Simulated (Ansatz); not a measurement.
# CuO: tests of the settings

The task, for CuO: test the k-point mesh.

Computed with Ansatz 0.2.0 (DFT PBE, scalar-relativistic, plane waves, PAW, unless a step's input says otherwise).

1 further run of the same task is left out (set aside as unsound or not needed). Runs told in other sessions of the task aren't counted.

## 1. The starting structure

It takes space group Cc (No. 9, monoclinic). The conventional cell has a = 4.689 Å, b = 3.427 Å, c = 5.132 Å, α = 90.00°, β = 99.65°, γ = 90.00°. Cu (site symmetry 1) has 4 O at 1.91 to 2.02 Å in its first shell of neighbours. Around O (site symmetry 1) lie 4 Cu at 1.91 to 2.02 Å.

Structure file:

```xyz
4
Lattice="2.3447 -1.7134 0.0000 2.3447 1.7134 0.0000 -0.8606 0.0000 5.0594" Properties=species:S:1:pos:R:3 pbc="T T T"
Cu    1.1723    0.8457    0.0000
Cu    0.7421   -0.8457    2.5297
O     2.0724   -0.2841    1.2836
O     1.6421    0.2841    3.8133
```

Source of the structure: the Crystallography Open Database. It is taken as it stands there.

## 2. The base run, which the others are set against

input.yaml reads:

```yaml
crystal:
  lattice:
    - [2.34465, -1.7134, 0.0]
    - [2.34465, 1.7134, 0.0]
    - [-0.86055, 0.0, 5.05944]
  atoms:
    - { symbol: Cu, position: [0.0032, 0.4968, 0.0] }
    - { symbol: Cu, position: [0.4968, 0.0032, 0.5] }
    - { symbol: O, position: [0.5714, 0.4056, 0.2537] }
    - { symbol: O, position: [0.4056, 0.5714, 0.7537] }
basis:
  ecutwfc: 420
kpoints:
  mp_grid: { grid: [16, 16, 8] }
hamiltonian:
  xc: pbe
scf:
  occupations: { method: gaussian, width: 0.1 }
output:
  forces: true
  stress: true
  eigenvalues: true
  populations: true
```

Its results, from an earlier run: -3595.5774 eV/atom at zero smearing, pressure 5.70 GPa, largest force 0.757 eV/Å, no gap on the mesh, in 7 SCF cycles and 68 s.

## 3. K-point mesh: 1×1×1

input.yaml reads:

```yaml
crystal:
  lattice:
    - [2.34465, -1.7134, 0.0]
    - [2.34465, 1.7134, 0.0]
    - [-0.86055, 0.0, 5.05944]
  atoms:
    - { symbol: Cu, position: [0.0032, 0.4968, 0.0] }
    - { symbol: Cu, position: [0.4968, 0.0032, 0.5] }
    - { symbol: O, position: [0.5714, 0.4056, 0.2537] }
    - { symbol: O, position: [0.4056, 0.5714, 0.7537] }
basis:
  ecutwfc: 420
kpoints:
  mp_grid: { grid: [1, 1, 1] }
hamiltonian:
  xc: pbe
scf:
  occupations: { method: gaussian, width: 0.1 }
output:
  forces: true
  stress: true
  eigenvalues: true
```

Started as:

```sh
$ ansatz run input.yaml --threads 1 --pin off --max-ram 2560MiB --backend cpu --events-out ev --progress --plain --runs-dir out
```

## 4. K-point mesh: 2×2×2

input.yaml, as its differences from that of step 3:

```diff
@@ -13,3 +13,3 @@
 kpoints:
-  mp_grid: { grid: [1, 1, 1] }
+  mp_grid: { grid: [2, 2, 2] }
 hamiltonian:
```

## 5. K-point mesh: 4×4×2

input.yaml, as its differences from that of step 4:

```diff
@@ -13,3 +13,3 @@
 kpoints:
-  mp_grid: { grid: [2, 2, 2] }
+  mp_grid: { grid: [4, 4, 2] }
 hamiltonian:
```

## 6. K-point mesh: 6×6×4

input.yaml, as its differences from that of step 5:

```diff
@@ -13,3 +13,3 @@
 kpoints:
-  mp_grid: { grid: [4, 4, 2] }
+  mp_grid: { grid: [6, 6, 4] }
 hamiltonian:
```

## 7. K-point mesh set to 8×8×4

input.yaml, as its differences from that of step 6:

```diff
@@ -13,3 +13,3 @@
 kpoints:
-  mp_grid: { grid: [6, 6, 4] }
+  mp_grid: { grid: [8, 8, 4] }
 hamiltonian:
```

## 8. K-point mesh set to 10×10×6

input.yaml, as its differences from that of step 7:

```diff
@@ -13,3 +13,3 @@
 kpoints:
-  mp_grid: { grid: [8, 8, 4] }
+  mp_grid: { grid: [10, 10, 6] }
 hamiltonian:
```

## 9. K-point mesh set to 12×12×8

input.yaml, as its differences from that of step 8:

```diff
@@ -13,3 +13,3 @@
 kpoints:
-  mp_grid: { grid: [10, 10, 6] }
+  mp_grid: { grid: [12, 12, 8] }
 hamiltonian:
```

## 10. K-point mesh: 14×14×8

input.yaml, as its differences from that of step 9:

```diff
@@ -13,3 +13,3 @@
 kpoints:
-  mp_grid: { grid: [12, 12, 8] }
+  mp_grid: { grid: [14, 14, 8] }
 hamiltonian:
```

## 11. K-point mesh: 16×16×10

input.yaml, as its differences from that of step 10:

```diff
@@ -13,3 +13,3 @@
 kpoints:
-  mp_grid: { grid: [14, 14, 8] }
+  mp_grid: { grid: [16, 16, 10] }
 hamiltonian:
```

## 12. K-point mesh: 20×20×10

input.yaml, as its differences from that of step 11:

```diff
@@ -13,3 +13,3 @@
 kpoints:
-  mp_grid: { grid: [16, 16, 10] }
+  mp_grid: { grid: [20, 20, 10] }
 hamiltonian:
```

## 13. K-point mesh set to 22×22×12

input.yaml, as its differences from that of step 12:

```diff
@@ -13,3 +13,3 @@
 kpoints:
-  mp_grid: { grid: [20, 20, 10] }
+  mp_grid: { grid: [22, 22, 12] }
 hamiltonian:
```

(Steps that only read results are left out.)

What results come out of these runs, taken together?

**Answer**, as computed:

| quantity | value |
| --- | --- |
| k-point mesh: within 10 and 1 meV/atom of 22×22×12 from | 4×4×2 for 10; 6×6×4 for 1 |

In the sweep of the k-point mesh, 6×6×4 already comes within 1 meV/atom of the reference, and so do all later runs, at about 0.03 of the reference's time. That is measured against the best run here, which may itself be short of the limit. The gaps on the coarsest meshes are artefacts of sampling: the crystal is a metal on the dense ones. The error changes sign along the series, since a k mesh isn't variational, and a metal needs dense meshes to resolve its Fermi surface. Forces stay within 0.01 eV/Å of the reference from 10×10×6 on. The listed cell is far from this method's equilibrium (5.7 GPa, forces up to 0.76 eV/Å), so its values are not those of the relaxed crystal. The final runs have no spin polarisation, so a magnetic state may lie lower.

Real CuO has a narrow gap, which semilocal functionals close or nearly close; near the undistorted cell a metallic reading is the functional's, not the solid's.
